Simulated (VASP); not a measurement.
The system is BP.

```
B P
1.0
     0.00000    2.35519    2.26832
     2.35519    0.00000    2.26832
     2.35519    2.35519    0.00000
B P
1 1
Direct
  0.00000 0.00000 0.00000
  0.25000 0.25000 0.25000
```

The cell was built by a generator and needn't be a form met in nature.

The cell isn't the ideal one: biaxial_xy strain +3.8%.

Base run:

| Quantity | Value |
| --- | --- |
| Program | VASP 6.6.1 |
| Functional | PBE |
| Potentials or basis | VASP PAW PBE potentials, release 64 (B, P) |
| Cutoff | 520 eV |
| k mesh | 10 × 10 × 10 |
| Occupations | fermi-dirac, width 0.02 eV |
| Spin | no spin polarisation |

Its results: band gap on the k mesh 0.80 eV, indirect (least direct gap 2.94 eV); pressure -9.8 GPa.

Task: The run is repeated on the same cell with these changes: functional from PBE to r2SCAN; occupations from fermi-dirac, width 0.02 eV to gaussian, width 0.01 eV. What comes out?

Result: Band gap on the k mesh 0.97 eV, indirect (least direct gap 3.15 eV); pressure -11.5 GPa.

Caveats: the PAW data sets were made with another functional, which shifts forces and pressure a little (some runs).

A k mesh can miss the band edges.
